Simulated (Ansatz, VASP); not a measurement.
Si: VASP beside Ansatz

INCAR

```
SYSTEM = Si
PREC = Accurate
ENCUT = 520
EDIFF = 1E-6
ISMEAR = 0
SIGMA = 0.1
LREAL = .FALSE.
LASPH = .TRUE.
NELM = 60
ALGO = Normal
ISIF = 2
LWAVE = .FALSE.
LCHARG = .FALSE.
GGA = PE
NBANDS = 21
```

Contents of KPOINTS:

```
Automatic mesh
0
G
  6 4 4
  0 0 0
```

Contents of POSCAR:

```
Si
1.0
    3.6489597100      0.0000000000      0.0000000000
    0.0000000000      5.6881648000      0.0000000000
    0.0000000000      0.0000000000      5.2983109800
Si
6
Direct
    0.7500000000      0.3046198400      0.1196049900
    0.2500000000      0.6953801600      0.8803950100
    0.2500000000      0.3046198400      0.8803950100
    0.7500000000      0.6953801600      0.1196049900
    0.2500000000      0.0000000000      0.6189374900
    0.7500000000      0.0000000000      0.3810625100
```

Input for Ansatz:

```yaml
crystal:
  lattice:
    - [3.64895971, 0.0, 0.0]
    - [0.0, 5.6881648, 0.0]
    - [0.0, 0.0, 5.29831098]
  atoms:
    - { symbol: Si, position: [0.75, 0.30461984, 0.11960499] }
    - { symbol: Si, position: [0.25, 0.69538016, 0.88039501] }
    - { symbol: Si, position: [0.25, 0.30461984, 0.88039501] }
    - { symbol: Si, position: [0.75, 0.69538016, 0.11960499] }
    - { symbol: Si, position: [0.25, 0.0, 0.61893749] }
    - { symbol: Si, position: [0.75, 0.0, 0.38106251] }
basis:
  ecutwfc: 420
kpoints:
  mp_grid: { grid: [6, 4, 4] }
hamiltonian:
  xc: pbe
scf:
  occupations: { method: gaussian, width: 0.1 }
  lower_state_search: "off"
output:
  forces: true
  stress: true
  eigenvalues: true
```

Alike in both runs: task single point; functional PBE; k mesh 6 × 4 × 4; occupations gaussian, width 0.1 eV; no spin polarisation.

```csv
,VASP,Ansatz
version,VASP 6.6.1,Ansatz 0.2.0
potentials or method,"VASP PAW PBE potentials, release 64 (Si)","scalar-relativistic, plane waves, PAW"
plane-wave cutoff (eV),520,420
valence electrons in the cell,24,24
```

```tsv
	VASP	Ansatz	Ansatz less VASP
gap on the k mesh at the Fermi level (eV)	none	none	-
pressure (GPa)	23.3	23.4	+0.11
largest component of the traceless stress (GPa)	1.35	1.38	+0.028
rms of the force components (eV/Å)	0.665	0.668	+0.0028
```

Atom by atom the forces differ by 0.003 eV/Å (rms over components). A gap of «none» marks a metal or a gap that the smearing closes.

Caveats: so large a pressure means that the cell lies far from this level's equilibrium, or that cutoff or potentials fall short (VASP); forces of over 1 eV/Å show positions far from the minimum, so gaps and moduli don't describe the material at rest.
